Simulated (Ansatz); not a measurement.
The system is Au.

```
CELL_PARAMETERS angstrom
-1.65727 1.65727 1.65727
1.65727 -1.65727 1.65727
1.65727 1.65727 -1.65727
ATOMIC_POSITIONS crystal
Au 0.00000 0.00000 0.00000
```

This isn't the form of Au at room conditions, which is fcc.

| Item | Value |
| --- | --- |
| Program | Ansatz 0.2.0 |
| Task | single point |
| Functional | PBE |
| Potentials or basis | all-electron LAPW, scalar-relativistic |
| Cutoff | 251 eV (chosen from the basis error) |
| Basis error allowed | 0.001 eV/atom |
| k mesh | 11 × 11 × 11 |
| Occupations | fermi-dirac, width 0.05 eV |
| Spin | no spin polarisation |

On this cell: pressure -0.9 GPa; band gap on the k mesh none (metal or under the smearing width).

The same run follows on a disturbed copy (cell strained at random at fixed volume):

```xyz
1
Lattice="-1.6672 1.6108 1.6647 1.6037 -1.6357 1.6260 1.7364 1.7049 -1.6895" Properties=species:S:1:pos:R:3 pbc="T T T"
Au   -0.0479   -0.0243   -0.0083
```

Problem. What changes?

Solution. The energy (extrapolated to zero smearing) moves by +6.4 meV/atom; pressure -0.5 GPa; band gap on the k mesh none (metal or under the smearing width).

Stress tensor (GPa, compression positive):
```
 0.14 -2.09  1.94
-2.09 -0.48  0.25
 1.94  0.25 -1.22
```
